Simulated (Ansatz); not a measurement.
**ZnS, one cell by several methods**

```
Zn S
1.0
     0.00000    2.75874    2.70465
     2.75874    0.00000    2.70465
     2.75874    2.75874    0.00000
Zn S
1 1
Direct
  0.00000 0.00000 0.00000
  0.75000 0.75000 0.75000
```

Atoms are numbered in the order listed.

The conventional cell has a = 3.901 Å, b = 3.901 Å, c = 5.409 Å, α = 90.00°, β = 90.00°, γ = 90.00°. Zn (atom 1) has 4 S at 2.37 Å as nearest neighbours. S (atom 2) has 4 Zn at 2.37 Å as nearest neighbours.

The cell is COD entry 9000107, as deposited and not checked against the literature; nothing was relaxed. The listed cell was then made from it by scaling, straining or moving an atom.

All numbers are computed: DFT, PBE, PAW with Ansatz's default frozen-core files, scalar-relativistic (Ansatz 0.2.0); DFT, PBE, all-electron LAPW, scalar-relativistic (Ansatz 0.2.0).

For PAW: a Γ-centred 8×8×8 k mesh, Fermi–Dirac smearing of 0.01 eV, cutoff 420 eV, no spin polarisation. LAPW targets a basis error of 0.25 meV/atom. The Ansatz runs share mesh, smearing and spin set-up. Plane-wave (PAW) pressures include the program's estimate of the Pulay term.

Stress and pressure are positive in compression.

The change that made this cell: equal xx and yy strain of +2 %.

PAW results:

```csv
quantity,PAW
pressure (GPa),-1.38
stress xx (GPa),-1.64
stress zz (GPa),-0.85
band gap (eV),1.882
```

Task: What does LAPW (all electrons) give for the same quantities?

Result: 
```csv
quantity,LAPW
pressure (GPa),-1.36
stress xx (GPa),-1.63
stress zz (GPa),-0.83
band gap (eV),1.885
```
